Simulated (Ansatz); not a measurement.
Crystal: GaN.

```
CELL_PARAMETERS angstrom
0.00000 2.25350 2.25350
2.25350 0.00000 2.25350
2.25350 2.25350 0.00000
ATOMIC_POSITIONS crystal
Ga 0.00000 0.00000 0.00000
N 0.25000 0.25000 0.25000
```

The cell is a database's computed one.

| Property | Result |
| --- | --- |
| Program | Ansatz 0.2.0 |
| Task | relaxation of cell and atoms |
| Functional | SVWN5 |
| Potentials or basis | Ansatz PAW |
| Cutoff | 420 eV (not typed: the program's choice for these potentials) |
| k mesh | 10 × 10 × 10 |
| Occupations | fermi-dirac, width 0.05 eV |
| Spin | no spin polarisation |

At the start: volume 11.44 Å³/atom.

How do energy, volume and symmetry change on relaxing?

It ends after 7 steps and the volume is 11.05 Å³/atom (-3.5 %); space group F-43m (No. 216, to 0.05 Å).

Step by step:
| step | energy change (eV) | largest force (eV/Å) | volume (Å³) |
| --- | --- | --- | --- |
| 1 | 0.0000 | 0.0000 | 22.89 |
| 2 | -0.0158 | 0.0000 | 22.41 |
| 3 | -0.0196 | 0.0000 | 22.10 |
| 4 | -0.0196 | 0.0000 | 22.12 |
| 5 | -0.0169 | 0.0000 | 22.12 |
| 6 | -0.0170 | 0.0000 | 22.10 |
| 7 | -0.0170 | 0.0000 | 22.10 |

Final structure:
```yaml
crystal:
  lattice:
    - [0.00000, 2.22723, 2.22723]
    - [2.22723, 0.00000, 2.22723]
    - [2.22723, 2.22723, 0.00000]
  atoms:
    - { symbol: Ga, position: [0.00000, 0.00000, 0.00000] }
    - { symbol: N, position: [0.25000, 0.25000, 0.25000] }
```

Caveat: the plane-wave basis is chosen anew once the cell has moved, so the energies of steps on either side of that aren't comparable; the pressure holds a Pulay correction of +0.7 GPa for the finite cutoff; the PAW data sets come from PBE, with cores solved anew for the run's functional, which leaves a small shift of forces and pressure.
